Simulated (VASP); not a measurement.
Runs of VASP 6.6.1 on AlPt. The structure is cubic, space group Pm-3m (No. 221). Conventional cell: a = 3.092 Å, b = 3.092 Å, c = 3.092 Å, α = 90.00°, β = 90.00°, γ = 90.00°. Al (site symmetry m-3m) is surrounded by 8 Pt at 2.68 Å. Pt (site symmetry m-3m) has 8 Al at 2.68 Å as nearest neighbours. Measurements of this composition are mostly on another form, of space group No. 198.

| task | cell | k mesh | cutoff (eV) | smearing | gap on the mesh (eV) | pressure (GPa) |
| --- | --- | --- | --- | --- | --- | --- |
| single point | Pm-3m, 14.77 Å³/atom | 6 × 6 × 6 | 520 | gaussian 0.1 eV | none | (a) |
| single point | Pm-3m, 14.33 Å³/atom | 14 × 14 × 14 | 520 | gaussian 0.1 eV | none | -0.1 |
| relaxation of cell and atoms | relaxed | 14 × 14 × 14 | 600 | gaussian 0.1 eV | none | 0.0 |
| single point | Pm-3m, 14.33 Å³/atom | 12 × 12 × 12 | 520 | gaussian 0.15 eV | none | 0.0 |

Alike in all rows: level PBEsol; potentials or basis VASP PAW PBE potentials, release 64 (Al, Pt); no spin polarisation.

Question: Estimate the missing entries.

Answer: (a) -5.5.

Caveats: the PAW data sets were made with another functional, which shifts forces and pressure a little.

A k mesh can miss the band edges, and the runs leave out spin-orbit coupling on Pt.

A gap of «none» marks a metal or a gap under the smearing width.
